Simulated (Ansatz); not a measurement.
## Ti₃SiC₂ (space group P6_3/mmc, No. 194)

```
Ti3SiC2
1.0
    3.07276     0.00000     0.00000
   -1.53638     2.66109     0.00000
    0.00000     0.00000    17.72285
Ti Si C
6 2 4
Direct
  0.00000   0.00000   0.00000
  0.00000   0.00000   0.50000
  0.33333   0.66667   0.13489
  0.66667   0.33333   0.63489
  0.66667   0.33333   0.86511
  0.33333   0.66667   0.36511
  0.00000   0.00000   0.25000
  0.00000   0.00000   0.75000
  0.33333   0.66667   0.57233
  0.66667   0.33333   0.07233
  0.66667   0.33333   0.42767
  0.33333   0.66667   0.92767
```

The values are results of plane-wave PAW DFT at the PBE level (Ansatz, a first-principles code, 420 eV), no spin-orbit coupling, not measurements. Γ-centred 14×14×3 mesh, Fermi–Dirac width 0.05 eV.

```json
{
  "volume_per_atom": "12.08 Å³",
  "density": "4.49 g/cm³",
  "band_gap": "zero",
  "total_energy": "-1440.288 eV/atom (σ→0; compares only within this code and set-up)"
}
```

Whether these cells are dynamically stable was not tested. The final runs are not spin-polarised.
